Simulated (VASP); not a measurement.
# PbSe (Clausthalite) (Fm-3m) in VASP: further runs

The runs below take PbSe (Clausthalite) through single point, relaxation of cell and atoms, with PBE, r2SCAN50.

Program: VASP 6.6.1. These are calculated values, not measurements. Logs are shortened: lines on timing, memory, paths and dates and some standing lists are left out, and cuts for length are marked.

**Measured values to compare with.**

A printed reference work, monograph reports, for a bulk crystal of PbSe: band gap 0.28 eV (direct) at 300 K; band gap 0.15 eV (direct) at 4.2 K.

How close the calculation comes is told below.

### 1 The structure

Symmetry: Fm-3m, No. 225, cubic system. Conventional cell: a = 6.121 Å, b = 6.121 Å, c = 6.121 Å, α = 90.00°, β = 90.00°, γ = 90.00°. Pb (site symmetry m-3m) is surrounded by 6 Se at 3.06 Å. Around Se (site symmetry m-3m) lie 6 Pb at 3.06 Å.

### 2 Single point, PBE

Contents of INCAR:

```
PREC     = Accurate       # precision mode
ENCUT    = 520            # plane-wave cutoff, eV
EDIFF    = 1E-6           # SCF threshold, eV
ISMEAR   = 0              # smearing method
SIGMA    = 0.025          # smearing width, eV
LREAL    = F              # projectors in reciprocal space
LASPH    = T              # aspherical terms in the spheres
NELM     = 80             # most SCF steps
ALGO     = Fast           # electronic algorithm
ISIF     = 2              # what is computed and relaxed
LWAVE    = F              # write WAVECAR
LCHARG   = F              # write CHGCAR
GGA      = PE             # functional
```

Contents of KPOINTS:

```
Automatic mesh
0
Gamma
  8 8 8
```

Contents of POSCAR:

```
PbSe
1.0
    0.0000000000      3.0606500000      3.0606500000
    3.0606500000      0.0000000000      3.0606500000
    3.0606500000      3.0606500000      0.0000000000
Pb Se
1 1
Direct
    0.0000000000      0.0000000000      0.0000000000
    0.5000000000      0.5000000000      0.5000000000
```

Potentials or basis: VASP PAW PBE potentials, release 64 (Pb_d, Se).

The run is started by

```sh
> cat potpaw_PBE.64/Pb_d/POTCAR potpaw_PBE.64/Se/POTCAR > POTCAR
> mpirun -np 1 vasp_std > vasp.out
```

OUTCAR:

```text
PREC = Accurate
   ENCUT = 520
   EDIFF = 1E-6
   ISMEAR = 0
   LREAL = F
   LASPH = T
   NELM = 80
   ISIF = 2
   GGA = PE

 ion  position               nearest neighbor table
   1  0.000  0.000  0.000-   2 3.06   2 3.06   2 3.06   2 3.06   2 3.06   2 3.06
   2  0.500  0.500  0.500-   1 3.06   1 3.06   1 3.06   1 3.06   1 3.06   1 3.06

  LATTYP: Found a face centered cubic cell.
 ALAT       =     6.1213000000

  Lattice vectors:

 A1 = (   0.0000000000,   3.0606500000,   3.0606500000)
 A2 = (   3.0606500000,   0.0000000000,   3.0606500000)
 A3 = (   3.0606500000,   3.0606500000,   0.0000000000)

Analysis of symmetry for initial positions (statically):
=====================================================================
 Subroutine PRICEL returns:
 Original cell was already a primitive cell.

 Routine SETGRP: Setting up the symmetry group for a
 face centered cubic supercell.

 Subroutine GETGRP returns: Found 48 space group operations
 (whereof 48 operations were pure point group operations)
 out of a pool of 48 trial point group operations.

The static configuration has the point symmetry O_h .

Analysis of symmetry for dynamics (positions and initial velocities):
=====================================================================
 Subroutine PRICEL returns:
 Original cell was already a primitive cell.

 Routine SETGRP: Setting up the symmetry group for a
 face centered cubic supercell.

 Subroutine GETGRP returns: Found 48 space group operations
 (whereof 48 operations were pure point group operations)
 out of a pool of 48 trial point group operations.

The dynamic configuration has the point symmetry O_h .

 Subroutine INISYM returns: Found 48 space group operations
 (whereof 48 operations are pure point group operations),
 and found     1 'primitive' translations

----------------------------------------------------------------------------------------

                                     Primitive cell

  volume of cell :      57.3418

  direct lattice vectors                    reciprocal lattice vectors
     0.000000000  3.060650000  3.060650000    -0.163363991  0.163363991  0.163363991
     3.060650000  0.000000000  3.060650000     0.163363991 -0.163363991  0.163363991
     3.060650000  3.060650000  0.000000000     0.163363991  0.163363991 -0.163363991

  length of vectors
     4.328412740  4.328412740  4.328412740     0.282954733  0.282954733  0.282954733

  position of ions in fractional coordinates (direct lattice)
     0.000000000  0.000000000  0.000000000
     0.500000000  0.500000000  0.500000000

  ion indices of the primitive-cell ions
   primitive index   ion index
                 1           1
                 2           2

----------------------------------------------------------------------------------------

 KPOINTS: Automatic mesh

Automatic generation of k-mesh.
 Grid dimensions read from file:
 generate k-points for:    8    8    8

 Generating k-lattice:

  Cartesian coordinates                     Fractional coordinates (reciprocal lattice)
    -0.020420499  0.020420499  0.020420499     0.125000000  0.000000000  0.000000000
     0.020420499 -0.020420499  0.020420499     0.000000000  0.125000000  0.000000000
     0.020420499  0.020420499 -0.020420499     0.000000000  0.000000000  0.125000000

  Length of vectors
     0.035369342  0.035369342  0.035369342

  Shift w.r.t. Gamma in fractional coordinates (k-lattice)
     0.000000000  0.000000000  0.000000000

 Subroutine IBZKPT returns following result:
 ===========================================

 Found     29 irreducible k-points:

 Following reciprocal coordinates:
            Coordinates               Weight
  0.000000  0.000000  0.000000      1.000000
  0.125000  0.000000  0.000000      8.000000
  0.250000  0.000000  0.000000      8.000000
  0.375000  0.000000  0.000000      8.000000
  0.500000  0.000000  0.000000      4.000000
  0.125000  0.125000  0.000000      6.000000
[... 16 lines left out ...]
  0.500000  0.250000  0.125000     48.000000
 -0.375000  0.250000  0.125000     24.000000
 [... further k-points ...]
   k-points           NKPTS =     29   k-points in BZ     NKDIM =     29   number of bands    NBANDS=     14
   number of dos      NEDOS =    301   number of ions     NIONS =      2
   total plane-waves  NPLWV =  32768
   dimension x,y,z NGX =    32 NGY =   32 NGZ =   32
   dimension x,y,z NGXF=    64 NGYF=   64 NGZF=   64
   ions per type =               1   1
   NGX,Y,Z   is equivalent  to a cutoff of  12.29, 12.29, 12.29 a.u.
   NGXF,Y,Z  is equivalent  to a cutoff of  24.58, 24.58, 24.58 a.u.
 SYSTEM =  unknown system
   PREC   = accura    normal or accurate (medium, high low for compatibility)
   ISTART =      0    job   : 0-new  1-cont  2-samecut
   ICHARG =      2    charge: 1-file 2-atom 10-const
   ISPIN  =      1    spin polarized calculation?
   LNONCOLLINEAR =      F non collinear calculations
   LSORBIT =      F    spin-orbit coupling
   LASPH  =      T    aspherical Exc in radial PAW
   ENCUT  =  520.0 eV  38.22 Ry    6.18 a.u.   8.05  8.05  8.05*2*pi/ulx,y,z
   NELM   =     80;   NELMIN=  2; NELMDL= -5     # of ELM steps
   EDIFF  = 0.1E-05   stopping-criterion for ELM
   LREAL  =      F    real-space projection
   EDIFFG = 0.1E-04   stopping-criterion for IOM
   NSW    =      0    number of steps for IOM
   IBRION =     -1    ionic relax: 0-MD 1-quasi-New 2-CG
   NFREE  =      0    steps in history (QN), initial steepest desc. (CG)
   ISIF   =      2    stress and relaxation
   ISYM   =      2    0-nonsym 1-usesym 2-fastsym
   POTIM  = 0.5000    time-step for ionic-motion
   TEBEG  =    0.0;   TEEND  =   0.0 temperature during run
   PSTRESS=    0.0 pullay stress
   NELECT =      20.0000    total number of electrons
   NUPDOWN=      -1.0000    fix difference up-down
   EMIN   =  10.00;   EMAX   =-10.00  energy-range for DOS
   EFERMI =   0.00;   METHOD = LEGACY
   ISMEAR =     0;   SIGMA  =   0.03  broadening in eV -4-tet -1-fermi 0-gaus
   EFERMI_NEDOS =   21; number of points for ismear=-14 and -15
   IALGO  =     68    algorithm
   IMIX   =      4    mixing-type and parameters
     AMIX     =   0.40;   BMIX     =  1.00
     AMIX_MAG =   1.60;   BMIX_MAG =  1.00
  volume/ion in A,a.u.               =      28.67       193.48
  Fermi-wavevector in a.u.,A,eV,Ry     =   1.152377  2.177676 18.068159  1.327972
  Thomas-Fermi vector in A             =   2.289028
   LORBIT       =      0    0 simple, 1 ext, 2 COOP (PROOUT), +10 PAW based schemes
   GGA     = PE    functional components
   LHFCALC =     F    Hartree Fock is set to
   AEXX    =    0.0000 exact exchange contribution
   IVDW    =     0    specifies the selected vdW correction
   LEPSILON=     F    determine dielectric tensor
   LRPA    =     F    only Hartree local field effects (RPA)
 non-spin polarized calculation
 RMM-DIIS sequential band-by-band and
 Gauss-broadening in eV      SIGMA  =   0.03
  energy-cutoff  :      520.00
  volume of cell :       57.34
 maximum number of plane-waves:      1572
   NGX = 17   NGY = 17   NGZ = 17

 number of electron      20.0000000 magnetization

 Free energy of the ion-electron system (eV)
  ---------------------------------------------------
  ext. energy  EPLUGINS =         0.00000000
  ---------------------------------------------------
  free energy    TOTEN  =        -8.17833408 eV

  energy without entropy =       -8.17833408  energy(sigma->0) =       -8.17833408

 E-fermi :   5.1782     XC(G=0):  -9.5302

 val. band max:        5.0698567747   @ k =   0.5000   0.0000   0.0000
 cond. band min:       5.3611122897   @ k =   0.5000   0.0000   0.0000
 fundamental gap:      0.2912555151
 Fermi energy:         5.1782394811

 k-point     1 :       0.0000    0.0000    0.0000
  band No.  band energies     occupation
      1     -11.7686      2.00000
      2     -11.7686      2.00000
      3     -11.7686      2.00000
      4     -11.7645      2.00000
      5     -11.7645      2.00000
      6      -8.5249      2.00000
      7      -1.2353      2.00000
      8       3.1907      2.00000
      9       3.1907      2.00000
     10       3.1907      2.00000
     11       9.7805      0.00000
     12       9.7805      0.00000
     13       9.7805      0.00000
     14      11.5849      0.00000

 k-point     2 :       0.1250    0.0000    0.0000
  band No.  band energies     occupation
      1     -11.7692      2.00000
      2     -11.7692      2.00000
      3     -11.7680      2.00000
      4     -11.7627      2.00000
      5     -11.7627      2.00000
      6      -8.4065      2.00000
      7      -1.6299      2.00000
      8       3.2317      2.00000
      9       3.2317      2.00000
     10       3.4673      2.00000
     11       8.7176      0.00000
     12       9.1044      0.00000
     13       9.1044      0.00000
     14      11.4065      0.00000

 k-point     3 :       0.2500    0.0000    0.0000
  band No.  band energies     occupation
      1     -11.7776      2.00000
      2     -11.7776      2.00000
      3     -11.7668      2.00000
      4     -11.7514      2.00000
      5     -11.7514      2.00000
      6      -8.0815      2.00000
      7      -2.5010      2.00000
      8       3.3516      2.00000
      9       3.3516      2.00000
     10       4.0229      2.00000
     11       7.2306      0.00000
     12       7.9817      0.00000
     13       7.9817      0.00000
     14      11.6000      0.00000
[... 324 lines left out ...]
 k-point    23 :       0.5000    0.2500    0.1250
  band No.  band energies     occupation
      1     -11.8169      2.00000
      2     -11.7739      2.00000
      3     -11.7643      2.00000
      4     -11.7443      2.00000
      5     -11.7366      2.00000
      6      -7.4424      2.00000
      7      -3.1733      2.00000
      8       1.8261      2.00000
      9       2.5815      2.00000
     10       4.0327      2.00000
     11       6.7877      0.00000
     12       8.1961      0.00000
     13       9.2778      0.00000
     14      11.7141      0.00000

 k-point    24 :      -0.3750    0.2500    0.1250
  band No.  band energies     occupation
      1     -11.8214      2.00000
      2     -11.7770      2.00000
      3     -11.7578      2.00000
      4     -11.7479      2.00000
      5     -11.7329      2.00000
      6      -7.2654      2.00000
      7      -3.4067      2.00000
      8       1.8197      2.00000
      9       2.1975      2.00000
     10       4.2455      2.00000
     11       6.4623      0.00000
     12       8.4968      0.00000
     13       9.1725      0.00000
     14      12.6878      0.00000

 [... further k-points ...]

------------------------ aborting loop because EDIFF is reached ----------------------------------------

  FORCE on cell =-STRESS in cart. coord.  units (eV):
  Direction    XX          YY          ZZ          XY          YZ          ZX
  --------------------------------------------------------------------------------------
  -------------------------------------------------------------------------------------
  Total        0.8655690      0.8655690      0.8655690      0.0000000      0.0000000      0.0000000
  in kB       24.1847328     24.1847328     24.1847328      0.0000000      0.0000000      0.0000000
  external PRESSURE =      24.1847328 kB  Pullay stress =       0.0000000 kB

 VOLUME and BASIS-vectors are now :
 -----------------------------------------------------------------------------
  energy-cutoff  :      520.00
  volume of cell :       57.34
      direct lattice vectors                 reciprocal lattice vectors
     0.000000000  3.060650000  3.060650000    -0.163363991  0.163363991  0.163363991
     3.060650000  0.000000000  3.060650000     0.163363991 -0.163363991  0.163363991
     3.060650000  3.060650000  0.000000000     0.163363991  0.163363991 -0.163363991

 POSITION                                       TOTAL-FORCE (eV/Angst)
 -----------------------------------------------------------------------------------
      0.00000      0.00000      0.00000         0.000000     -0.000000      0.000000
      3.06065      3.06065      3.06065        -0.000000      0.000000     -0.000000
 -----------------------------------------------------------------------------------
    total drift:                                0.000000     -0.000000     -0.000000

  FREE ENERGIE OF THE ION-ELECTRON SYSTEM (eV)
  ---------------------------------------------------
  free  energy   TOTEN  =        -8.1783340797 eV

  energy  without entropy=       -8.1783340797  energy(sigma->0) =       -8.17833408
```

It took 8.4 s on 1 thread of Intel Xeon 6975P-C (Granite Rapids), shared host; peak memory 0.18 GiB.

What came out:

```yaml
Free_energy: -8.1783 eV
Pressure: 2.4 GPa
Band_gap_on_the_k_mesh: 0.29 eV, direct
```

Caveat: spin-orbit coupling is left out, which as a rule narrows the gap of such compounds by several tenths of an eV.

### 3 Single point, PBE

Contents of INCAR:

```
ALGO = Fast
EDIFF = 1E-6
ENCUT = 520
GGA = PE
ISIF = 2
ISMEAR = 0
LASPH = True
LCHARG = False
LREAL = False
LWAVE = False
NELM = 80
PREC = Accurate
SIGMA = 0.027000000000000003
```

Contents of KPOINTS:

```
k-points
0
Gamma
  8 8 8
```

POSCAR is that of step 2.

Potentials or basis: VASP PAW PBE potentials, release 64 (Pb_d, Se).

The run is started by

```sh
> cat potpaw_PBE.64/Pb_d/POTCAR potpaw_PBE.64/Se/POTCAR > POTCAR
> mpirun -np 1 vasp_std > vasp.out
```

Wall time 8.6 s (1 thread of Intel Xeon 6975P-C (Granite Rapids), shared host); peak memory 0.18 GiB.

The run converged. Its results:

| Quantity | Value |
| --- | --- |
| Free energy | -8.1783 eV |
| Pressure | 2.4 GPa |
| Band gap on the k mesh | 0.29 eV, direct |

Levels at points of the mesh, in eV from the valence-band top:
| k point | band 7 | band 8 | band 9 | band 10 | band 11 | band 12 | band 13 | band 14 |
| --- | --- | --- | --- | --- | --- | --- | --- | --- |
| (0.00, 0.00, 0.00) | -6.31 | -1.88 | -1.88 | -1.88 | 4.71 | 4.71 | 4.71 | 6.51 |
| (0.50, 0.00, 0.00) | -8.81 | -1.47 | -1.47 | 0.00 | 0.29 | 1.70 | 1.70 | 8.55 |
| (0.50, 0.50, 0.00) | -7.39 | -4.98 | -3.24 | -3.24 | 3.69 | 5.61 | 5.61 | 6.05 |

Caveat: spin-orbit coupling is left out, which as a rule narrows the gap of such compounds by several tenths of an eV.

### 4 Single point, PBE

Contents of INCAR:

```
PREC = Accurate
ENCUT = 520
EDIFF = 1E-6
ISMEAR = 0
SIGMA = 0.018000000000000002
LREAL = False
LASPH = True
NELM = 60
ALGO = Fast
ISIF = 2
LWAVE = False
LCHARG = False
GGA = PE
NBANDS = 17
```

Contents of KPOINTS:

```
regular mesh
0
Gamma
  8 8 8
```

POSCAR is that of step 3.

The run is started by

```sh
> cat potpaw_PBE.64/Pb_d/POTCAR potpaw_PBE.64/Se/POTCAR > POTCAR
> mpirun -np 1 vasp_std > vasp.out
```

It took 15 s on 1 thread of AMD EPYC 9R45 (Zen 5), shared host; peak memory 0.16 GiB.

Results (log left out):

```
Free energy            : -8.1783 eV
Pressure               : 2.4 GPa
Band gap on the k mesh : 0.29 eV, direct
```

Levels at points of the mesh, in eV from the valence-band top:
```tsv
k point	band 6	band 7	band 8	band 9	band 10	band 11	band 12	band 13	band 14	band 15
(0.00, 0.00, 0.00)	-13.59	-6.31	-1.88	-1.88	-1.88	4.71	4.71	4.71	6.52	6.52
(0.50, 0.00, 0.00)	-12.53	-8.81	-1.47	-1.47	0.00	0.29	1.70	1.70	8.55	10.15
(0.50, 0.50, 0.00)	-12.16	-7.39	-4.98	-3.24	-3.24	3.69	5.61	5.61	6.05	11.29
```

Caveat: spin-orbit coupling is left out, which as a rule narrows the gap of such compounds by several tenths of an eV.

(Part 1 of 2 ends here.)
